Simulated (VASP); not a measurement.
The system is BeTe.

```
Te Be
1.0
     0.00000    2.77000    2.77000
     2.77000    0.00000    2.77000
     2.77000    2.77000    0.00000
Te Be
1 1
Direct
  0.75000 0.75000 0.75000
  0.00000 0.00000 0.00000
```

Program: VASP 6.6.1. Alike in all runs: potentials or basis VASP PAW PBE potentials, release 64 (Te, Be); cell as given; cutoff (eV) 520. Hardware: 1 thread of AMD EPYC 9R45 96-Core Processor (Zen 5), with other jobs on the host.

Order these runs on this cell by their wall time, lowest first.
A. task band structure; level r2SCAN; spin SOC, no magnetisation; k mesh 6 × 6 × 6; smearing fermi-dirac 0.05 eV
B. task band structure; level SCAN; spin off; k mesh 8 × 8 × 8; smearing fermi-dirac 0.05 eV
C. task band structure; level rSCAN; spin off; k mesh 8 × 8 × 8; smearing fermi-dirac 0.05 eV
D. task single point; level PBE; spin off; k mesh 8 × 8 × 8; smearing gaussian 0.012 eV

D (7 s), C (80 s), B (170 s), A (680 s).
